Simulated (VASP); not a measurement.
# BeSe (F-43m) in VASP: notebook

The runs below take BeSe through relaxation of the atoms, relaxation of cell and atoms, with LDA, r2SCAN.

Program: VASP 6.6.1. These are calculated values, not measurements. Logs are shortened: lines on timing, memory, paths and dates and some standing lists are left out, and cuts for length are marked.

**1. The crystal as given**

Symmetry: F-43m, No. 216, cubic system. The conventional cell has a = 5.070 Å, b = 5.070 Å, c = 5.070 Å, α = 90.00°, β = 90.00°, γ = 90.00°. Be (site symmetry -43m) has 4 Se at 2.20 Å as nearest neighbours. Around Se (site symmetry -43m) lie 4 Be at 2.20 Å.

**2. Relaxation of the atoms, LDA (a relaxed cell with its volume scaled by 1.06)**

Input file INCAR:

```
PREC = Accurate ; ENCUT = 600
EDIFF = 1E-7 ; ISMEAR = 0
SIGMA = 0.03 ; LREAL = False
LASPH = True ; NELM = 80
ALGO = Fast ; ISIF = 2
LWAVE = False ; LCHARG = False
GGA = CA ; IBRION = 2
NSW = 40 ; EDIFFG = -0.01
```

Input file KPOINTS:

```
regular mesh
0
Gamma
  10 10 10
```

Input file POSCAR:

```
BeSe                                    
1.0
    0.0000000000      2.5936040384      2.5936040384
    2.5936040384      0.0000000000      2.5936040384
    2.5936040384      2.5936040384      0.0000000000
  Be              Se            
     1     1
Direct
     0.0000000000000000    0.0000000000000000    0.0000000000000000
     0.2500000000000000    0.2500000000000000    0.2500000000000000
```

Potentials or basis: VASP PAW LDA potentials, release 64 (Be, Se).

On the command line:

```sh
$ cat potpaw_LDA.64/Be/POTCAR potpaw_LDA.64/Se/POTCAR > POTCAR
$ mpirun -np 1 vasp_std > vasp.out
```

OUTCAR:

```text
PREC = Accurate
   ENCUT = 600
   EDIFF = 1E-7
   ISMEAR = 0
   LREAL = False
   LASPH = True
   NELM = 80
   ISIF = 2
   GGA = CA
   IBRION = 2
   NSW = 40
   EDIFFG = -0.01

 ion  position               nearest neighbor table
   1  0.000  0.000  0.000-   2 2.25   2 2.25   2 2.25   2 2.25
   2  0.250  0.250  0.250-   1 2.25   1 2.25   1 2.25   1 2.25

  LATTYP: Found a face centered cubic cell.
 ALAT       =     5.1872080768

  Lattice vectors:

 A1 = (   0.0000000000,   2.5936040384,   2.5936040384)
 A2 = (   2.5936040384,   0.0000000000,   2.5936040384)
 A3 = (   2.5936040384,   2.5936040384,   0.0000000000)

Analysis of symmetry for initial positions (statically):
=====================================================================
 Subroutine PRICEL returns:
 Original cell was already a primitive cell.

 Routine SETGRP: Setting up the symmetry group for a
 face centered cubic supercell.

 Subroutine GETGRP returns: Found 24 space group operations
 (whereof 24 operations were pure point group operations)
 out of a pool of 48 trial point group operations.

The static configuration has the point symmetry T_d .

Analysis of symmetry for dynamics (positions and initial velocities):
=====================================================================
 Subroutine PRICEL returns:
 Original cell was already a primitive cell.

 Routine SETGRP: Setting up the symmetry group for a
 face centered cubic supercell.

 Subroutine GETGRP returns: Found 24 space group operations
 (whereof 24 operations were pure point group operations)
 out of a pool of 48 trial point group operations.

The dynamic configuration has the point symmetry T_d .

 Subroutine INISYM returns: Found 24 space group operations
 (whereof 24 operations are pure point group operations),
 and found     1 'primitive' translations

----------------------------------------------------------------------------------------

                                     Primitive cell

  volume of cell :      34.8932

  direct lattice vectors                    reciprocal lattice vectors
     0.000000000  2.593604038  2.593604038    -0.192781933  0.192781933  0.192781933
     2.593604038  0.000000000  2.593604038     0.192781933 -0.192781933  0.192781933
     2.593604038  2.593604038  0.000000000     0.192781933  0.192781933 -0.192781933

  length of vectors
     3.667910007  3.667910007  3.667910007     0.333908103  0.333908103  0.333908103

  position of ions in fractional coordinates (direct lattice)
     0.000000000  0.000000000  0.000000000
     0.250000000  0.250000000  0.250000000

  ion indices of the primitive-cell ions
   primitive index   ion index
                 1           1
                 2           2

----------------------------------------------------------------------------------------

 KPOINTS: regular mesh

Automatic generation of k-mesh.
 Grid dimensions read from file:
 generate k-points for:   10   10   10

 Generating k-lattice:

  Cartesian coordinates                     Fractional coordinates (reciprocal lattice)
    -0.019278193  0.019278193  0.019278193     0.100000000  0.000000000  0.000000000
     0.019278193 -0.019278193  0.019278193     0.000000000  0.100000000  0.000000000
     0.019278193  0.019278193 -0.019278193     0.000000000  0.000000000  0.100000000

  Length of vectors
     0.033390810  0.033390810  0.033390810

  Shift w.r.t. Gamma in fractional coordinates (k-lattice)
     0.000000000  0.000000000  0.000000000

 Subroutine IBZKPT returns following result:
 ===========================================

 Found     47 irreducible k-points:

 Following reciprocal coordinates:
            Coordinates               Weight
  0.000000  0.000000  0.000000      1.000000
  0.100000  0.000000  0.000000      8.000000
  0.200000  0.000000  0.000000      8.000000
  0.300000  0.000000  0.000000      8.000000
  0.400000  0.000000  0.000000      8.000000
  0.500000  0.000000  0.000000      4.000000
[... 16 lines left out ...]
  0.300000  0.300000  0.000000      6.000000
  0.400000  0.300000  0.000000     24.000000
 [... further k-points ...]
   k-points           NKPTS =     47   k-points in BZ     NKDIM =     47   number of bands    NBANDS=      8
   number of dos      NEDOS =    301   number of ions     NIONS =      2
   total plane-waves  NPLWV =  27000
   dimension x,y,z NGX =    30 NGY =   30 NGZ =   30
   dimension x,y,z NGXF=    60 NGYF=   60 NGZF=   60
   ions per type =               1   1
   NGX,Y,Z   is equivalent  to a cutoff of  13.60, 13.60, 13.60 a.u.
   NGXF,Y,Z  is equivalent  to a cutoff of  27.19, 27.19, 27.19 a.u.
 SYSTEM =  unknown system
   PREC   = accura    normal or accurate (medium, high low for compatibility)
   ISTART =      0    job   : 0-new  1-cont  2-samecut
   ICHARG =      2    charge: 1-file 2-atom 10-const
   ISPIN  =      1    spin polarized calculation?
   LNONCOLLINEAR =      F non collinear calculations
   LSORBIT =      F    spin-orbit coupling
   LASPH  =      T    aspherical Exc in radial PAW
   ENCUT  =  600.0 eV  44.10 Ry    6.64 a.u.   7.33  7.33  7.33*2*pi/ulx,y,z
   NELM   =     80;   NELMIN=  2; NELMDL= -5     # of ELM steps
   EDIFF  = 0.1E-06   stopping-criterion for ELM
   LREAL  =      F    real-space projection
   EDIFFG = -.1E-01   stopping-criterion for IOM
   NSW    =     40    number of steps for IOM
   IBRION =      2    ionic relax: 0-MD 1-quasi-New 2-CG
   NFREE  =      1    steps in history (QN), initial steepest desc. (CG)
   ISIF   =      2    stress and relaxation
   ISYM   =      2    0-nonsym 1-usesym 2-fastsym
   POTIM  = 0.5000    time-step for ionic-motion
   TEBEG  =    0.0;   TEEND  =   0.0 temperature during run
   PSTRESS=    0.0 pullay stress
   NELECT =       8.0000    total number of electrons
   NUPDOWN=      -1.0000    fix difference up-down
   EMIN   =  10.00;   EMAX   =-10.00  energy-range for DOS
   EFERMI =   0.00;   METHOD = LEGACY
   ISMEAR =     0;   SIGMA  =   0.03  broadening in eV -4-tet -1-fermi 0-gaus
   EFERMI_NEDOS =   21; number of points for ismear=-14 and -15
   IALGO  =     68    algorithm
   IMIX   =      4    mixing-type and parameters
     AMIX     =   0.40;   BMIX     =  1.00
     AMIX_MAG =   1.60;   BMIX_MAG =  1.00
  volume/ion in A,a.u.               =      17.45       117.74
  Fermi-wavevector in a.u.,A,eV,Ry     =   1.001977  1.893462 13.659681  1.003958
  Thomas-Fermi vector in A             =   2.134434
   LORBIT       =      0    0 simple, 1 ext, 2 COOP (PROOUT), +10 PAW based schemes
   GGA     = CA    functional components
   LHFCALC =     F    Hartree Fock is set to
   AEXX    =    0.0000 exact exchange contribution
   IVDW    =     0    specifies the selected vdW correction
   LEPSILON=     F    determine dielectric tensor
   LRPA    =     F    only Hartree local field effects (RPA)
 conjugate gradient relaxation of ions
 non-spin polarized calculation
 RMM-DIIS sequential band-by-band and
 Gauss-broadening in eV      SIGMA  =   0.03
  energy-cutoff  :      600.00
  volume of cell :       34.89
 maximum number of plane-waves:      1211
 NGX is ok and might be reduce to    30
   NGX = 15   NGY = 15   NGZ = 15

 number of electron       7.9999999 magnetization

 Free energy of the ion-electron system (eV)
  ---------------------------------------------------
  ext. energy  EPLUGINS =         0.00000000
  ---------------------------------------------------
  free energy    TOTEN  =        -9.98247514 eV

  energy without entropy =       -9.98247514  energy(sigma->0) =       -9.98247514

 E-fermi :   3.2238     XC(G=0):  -9.5706

 val. band max:        3.0792582541   @ k =   0.0000   0.0000   0.0000
 cond. band min:       5.5993526066   @ k =   0.5000   0.5000   0.0000
 fundamental gap:      2.5200943525
 Fermi energy:         3.2238444720

 k-point     1 :       0.0000    0.0000    0.0000
  band No.  band energies     occupation
      1     -10.5764      2.00000
      2       3.0793      2.00000
      3       3.0793      2.00000
      4       3.0793      2.00000
      5       7.0896      0.00000
      6       8.0218      0.00000
      7       8.0218      0.00000
      8       8.0218      0.00000

 k-point     2 :       0.1000    0.0000    0.0000
  band No.  band energies     occupation
      1     -10.4815      2.00000
      2       2.1713      2.00000
      3       2.9432      2.00000
      4       2.9432      2.00000
      5       7.3824      0.00000
      6       8.2489      0.00000
      7       8.2489      0.00000
      8       8.6543      0.00000

 k-point     3 :       0.2000    0.0000    0.0000
  band No.  band energies     occupation
      1     -10.2133      2.00000
      2       0.5390      2.00000
      3       2.6368      2.00000
      4       2.6368      2.00000
      5       7.4103      0.00000
      6       8.7111      0.00000
      7       8.7111      0.00000
      8      10.2881      0.00000

 k-point     4 :       0.3000    0.0000    0.0000
  band No.  band energies     occupation
      1      -9.8307      2.00000
      2      -0.9857      2.00000
      3       2.3257      2.00000
      4       2.3257      2.00000
      5       7.3363      0.00000
      6       8.9905      0.00000
      7       8.9905      0.00000
      8      11.8391      0.00000

 k-point     5 :       0.4000    0.0000    0.0000
  band No.  band energies     occupation
      1      -9.4610      2.00000
      2      -2.0806      2.00000
      3       2.1110      2.00000
      4       2.1110      2.00000
      5       7.2700      0.00000
      6       9.0004      0.00000
      7       9.0004      0.00000
      8      12.6448      0.00000
[... 177 lines left out ...]
 k-point    22 :      -0.2000    0.2000    0.0000
  band No.  band energies     occupation
      1      -9.7009      2.00000
      2      -0.6945      2.00000
      3       0.7577      2.00000
      4       2.3829      2.00000
      5       8.2649      0.00000
      6       9.2965      0.00000
      7       9.6379      0.00000
      8      10.6920      0.00000

 k-point    23 :       0.3000    0.3000    0.0000
  band No.  band energies     occupation
      1      -9.5813      2.00000
      2      -0.4628      2.00000
      3       1.1445      2.00000
      4       1.1445      2.00000
      5       6.4278      0.00000
      6       8.2242      0.00000
      7      11.7937      0.00000
      8      11.7937      0.00000

 k-point    24 :       0.4000    0.3000    0.0000
  band No.  band energies     occupation
      1      -9.2896      2.00000
      2      -1.1129      2.00000
      3       0.6701      2.00000
      4       0.9297      2.00000
      5       6.4337      0.00000
      6       8.1408      0.00000
      7      12.0801      0.00000
      8      12.3435      0.00000

 [... further k-points ...]

------------------------ aborting loop because EDIFF is reached ----------------------------------------

  FORCE on cell =-STRESS in cart. coord.  units (eV):
  Direction    XX          YY          ZZ          XY          YZ          ZX
  --------------------------------------------------------------------------------------
  -------------------------------------------------------------------------------------
  Total       -0.9502753     -0.9502753     -0.9502753      0.0000000     -0.0000000      0.0000000
  in kB      -43.6333969    -43.6333969    -43.6333969      0.0000000     -0.0000000      0.0000000
  external PRESSURE =     -43.6333969 kB  Pullay stress =       0.0000000 kB

 VOLUME and BASIS-vectors are now :
 -----------------------------------------------------------------------------
  energy-cutoff  :      600.00
  volume of cell :       34.89
      direct lattice vectors                 reciprocal lattice vectors
     0.000000000  2.593604038  2.593604038    -0.192781933  0.192781933  0.192781933
     2.593604038  0.000000000  2.593604038     0.192781933 -0.192781933  0.192781933
     2.593604038  2.593604038  0.000000000     0.192781933  0.192781933 -0.192781933

 POSITION                                       TOTAL-FORCE (eV/Angst)
 -----------------------------------------------------------------------------------
      0.00000      0.00000      0.00000        -0.000000     -0.000000     -0.000000
      1.29680      1.29680      1.29680         0.000000      0.000000      0.000000
 -----------------------------------------------------------------------------------
    total drift:                                0.000000      0.000000     -0.000000

  FREE ENERGIE OF THE ION-ELECTRON SYSTEM (eV)
  ---------------------------------------------------
  free  energy   TOTEN  =        -9.9824751416 eV

  energy  without entropy=       -9.9824751416  energy(sigma->0) =       -9.98247514

 reached required accuracy - stopping structural energy minimisation
```

Wall time 11 s (1 thread of Intel Xeon 6975P-C (Granite Rapids), shared host); peak memory 0.15 GiB.

Results:

```
Free energy             : -9.9825 eV
Pressure after relaxing : -4.4 GPa
Band gap on the k mesh  : 2.52 eV, indirect (least direct gap 4.01 eV)
```

Final structure:
```
Be Se
1.0
     0.00000    2.59360    2.59360
     2.59360    0.00000    2.59360
     2.59360    2.59360    0.00000
Be Se
1 1
Direct
  0.00000 0.00000 0.00000
  0.25000 0.25000 0.25000
```

Caveat: the relaxation stopped at its first step, so nothing moved. A k mesh can miss the band edges.

**3. Relaxation of cell and atoms, r2SCAN**

Input file INCAR:

```
SYSTEM = BeSe
ALGO = Normal ; EDIFF = 1E-6
EDIFFG = -0.01 ; ENCUT = 600
IBRION = 2 ; ISIF = 3
ISMEAR = 0 ; LASPH = .TRUE.
LCHARG = .FALSE. ; LMIXTAU = .TRUE.
LREAL = .FALSE. ; LWAVE = .FALSE.
METAGGA = R2SCAN ; NELM = 80
NSW = 90 ; PREC = Accurate
SIGMA = 0.03
```

Input file KPOINTS:

```
k-points
0
G
  10 10 10
  0 0 0
```

Input file POSCAR:

```
BeSe
1.0
    0.0000000000      2.5350000000      2.5350000000
    2.5350000000      0.0000000000      2.5350000000
    2.5350000000      2.5350000000      0.0000000000
Be Se
1 1
Direct
    0.0000000000      0.0000000000      0.0000000000
    0.2500000000      0.2500000000      0.2500000000
```

Potentials or basis: VASP PAW PBE potentials, release 64 (Be, Se).

On the command line:

```sh
$ cat potpaw_PBE.64/Be/POTCAR potpaw_PBE.64/Se/POTCAR > POTCAR
$ mpirun -np 1 vasp_std > vasp.out
```

Wall time 2.3 min (1 thread of Intel Xeon Platinum 8488C (Sapphire Rapids), shared host); peak memory 0.19 GiB.

The run converged. Its results:

| Property | Result |
| --- | --- |
| Free energy | -20.5293 eV |
| Relaxed volume | 17.25 Å³/atom |
| Relaxed cell | a = 3.654 Å, b = 3.654 Å, c = 3.654 Å, α = 60.00°, β = 60.00°, γ = 60.00° |
| Space group after relaxing (to 0.05 Å) | F-43m (No. 216) |
| Energy gained by relaxing | 14.6 meV/atom |
| Ionic steps | 3 |
| Pressure after relaxing | 0.0 GPa |
| Band gap on the k mesh | 3.13 eV, indirect (least direct gap 5.02 eV) |

Step by step:
| step | energy change (eV) | largest force (eV/Å) | pressure (GPa) | volume (Å³) |
| --- | --- | --- | --- | --- |
| 1 | 0.0000 | 0.0000 | 5.08 | 32.58 |
| 2 | -0.0268 | 0.0000 | -1.31 | 35.08 |
| 3 | -0.0291 | 0.0000 | 0.01 | 34.49 |

Final structure:
```
Be Se
1.0
     0.00000    2.58366    2.58366
     2.58366    0.00000    2.58366
     2.58366    2.58366    0.00000
Be Se
1 1
Direct
  0.00000 0.00000 0.00000
  0.25000 0.25000 0.25000
```

Levels at points of the mesh, in eV from the valence-band top:
| k point | band 1 | band 2 | band 3 | band 4 | band 5 | band 6 | band 7 | band 8 |
| --- | --- | --- | --- | --- | --- | --- | --- | --- |
| (0.00, 0.00, 0.00) | -14.24 | 0.00 | 0.00 | 0.00 | 5.02 | 5.59 | 5.59 | 5.59 |
| (0.50, 0.00, 0.00) | -12.86 | -5.78 | -1.08 | -1.08 | 4.90 | 6.55 | 6.55 | 10.76 |
| (0.50, 0.50, 0.00) | -12.38 | -5.17 | -2.67 | -2.67 | 3.13 | 4.68 | 12.65 | 12.65 |

Caveat: the PAW data sets were made with another functional, which shifts forces and pressure a little. Zero-point motion and thermal expansion aren't in these numbers.

(Part 1 of 3 ends here.)
